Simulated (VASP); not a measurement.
A run of VASP 6.6.1:

INCAR

```
SYSTEM = V
  ALGO = Normal
  EDIFF = 1E-7
  EDIFFG = -0.005
  ENCUT = 600
  GGA = PE
  IBRION = 2
  ISIF = 3
  ISMEAR = 0
  LASPH = .TRUE.
  LCHARG = .FALSE.
  LREAL = .FALSE.
  LWAVE = .FALSE.
  NELM = 100
  NSW = 90
  PREC = Accurate
  SIGMA = 0.1
```

Contents of KPOINTS:

```
k-points
0
G
  20 20 20
  0 0 0
```

POSCAR

```
V
1.0
   -1.5129450000      1.5129450000      1.5129450000
    1.5129450000     -1.5129450000      1.5129450000
    1.5129450000      1.5129450000     -1.5129450000
V
1
Direct
    0.0000000000      0.0000000000      0.0000000000
```

Potentials or basis: VASP PAW PBE potentials, release 64 (V_sv).

Command:

```console
$ cat potpaw_PBE.64/V_sv/POTCAR > POTCAR
$ mpirun -np 1 vasp_std > vasp.out
```

Hardware: 1 thread of Intel(R) Xeon(R) Platinum 8488C (Sapphire Rapids) (shared host).

Q: How long does it take, and how much memory?

A: Run time: 38 s on 1 thread of Intel(R) Xeon(R) Platinum 8488C (Sapphire Rapids), on a shared host, peak memory 0.18 GiB. Counts: scf iterations 31, k points 256, ion steps 3.
